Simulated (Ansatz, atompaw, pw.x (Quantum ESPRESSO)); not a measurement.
pw.x on sc Lu: one setting changed

Potential: PAW, atompaw 4.2.0.5, PBE; core [Kr] 4d10, reference 4f14 5s2 5p6 5d1 6s1 6p1; waves: 5s (bound); 6s (bound); 5p (bound); 6p (bound); 5d (bound); 5d channel at 1.2 Ry; 4f (bound); 4f channel at 0.4 Ry; local part: troulliermartins scheme with l = 4 at 0 Ry, radius 2.25 bohr; core correction: smooth core density matched at 1.90 bohr; augmentation: sinc compensation charge, radius 2.60 bohr; PAW radius 3.00 bohr; waves and projectors: bloechl.

The reference run (k-mesh 10³, cutoffs 60/600 Ry, Fermi–Dirac 0.01 Ry, mixing_beta 0.4, conv_thr 1e-9, no spin) gives 0.31 GPa at 33.094 Å³/atom, where all-electron LAPW gives -0.05 GPa. This run, with its own iteration cap, changes k-mesh shift to 1.

```
&control
  calculation='scf', prefix='x', pseudo_dir='./', outdir='./tmp', tstress=.true., disk_io='none'
/
&system
  ibrav=0, nat=1, ntyp=1, ecutwfc=60, ecutrho=600, nbnd=21,
  occupations='smearing', smearing='fd', degauss=0.01
/
&electrons
  conv_thr=1e-09, mixing_beta=0.4, electron_maxstep=70
/
ATOMIC_SPECIES
Lu 1.0 Lu.UPF
CELL_PARAMETERS angstrom
  3.21057698 0.00000000 0.00000000
  0.00000000 3.21057698 0.00000000
  0.00000000 0.00000000 3.21057698
ATOMIC_POSITIONS crystal
Lu 0.0000 0.0000 0.0000
K_POINTS automatic
10 10 10 1 1 1
```

```bash
pw.x < Lu.scf.in > Lu.scf.out
```

**Question.** How does the run end?

**Answer.** It converges in 10 iterations; the free energy moves by -1.3 meV/atom and the pressure by -0.04 GPa.

```
Message from routine setup:
     using ibrav=0 with symmetry is DISCOURAGED, use correct ibrav instead
     lattice parameter (alat)  =       6.0671  a.u.
     unit-cell volume          =     223.3294 (a.u.)^3
     number of electrons       =        25.00
     number of Kohn-Sham states=           21
     kinetic-energy cutoff     =      60.0000  Ry
     charge density cutoff     =     600.0000  Ry
     scf convergence threshold =      1.0E-09
     Exchange-correlation= SLA PW PBX PBC
     number of k points=    35  Fermi-Dirac smearing, width (Ry)=  0.0100
     iteration #  1     ecut=    60.00 Ry     beta= 0.40
     total energy              =   -1080.10157791 Ry
     estimated scf accuracy    <       0.02783616 Ry
     iteration #  2     ecut=    60.00 Ry     beta= 0.40
     total energy              =   -1080.10703339 Ry
     estimated scf accuracy    <       0.00118719 Ry
     iteration #  3     ecut=    60.00 Ry     beta= 0.40
     total energy              =   -1080.10774172 Ry
     estimated scf accuracy    <       0.00027161 Ry
     [... 4 iterations left out ...]
     iteration #  8     ecut=    60.00 Ry     beta= 0.40
     total energy              =   -1080.10799224 Ry
     estimated scf accuracy    <       0.00000010 Ry
     iteration #  9     ecut=    60.00 Ry     beta= 0.40
     total energy              =   -1080.10799224 Ry
     estimated scf accuracy    <          1.3E-09 Ry
     iteration # 10     ecut=    60.00 Ry     beta= 0.40
     the Fermi energy is    14.7715 ev
!    total energy              =   -1080.10799225 Ry
     estimated scf accuracy    <          6.1E-12 Ry
     smearing contrib. (-TS)   =      -0.00839959 Ry
     convergence has been achieved in  10 iterations
          total   stress  (Ry/bohr**3)                   (kbar)     P=        2.76
     Message from routine punch:
     Nothing written, as per user request (disk_io='none')
```

The run took about 47 s on one core of a shared host (Intel(R) Xeon(R) Platinum 8488C, 192 threads, 744 GiB, load 97).
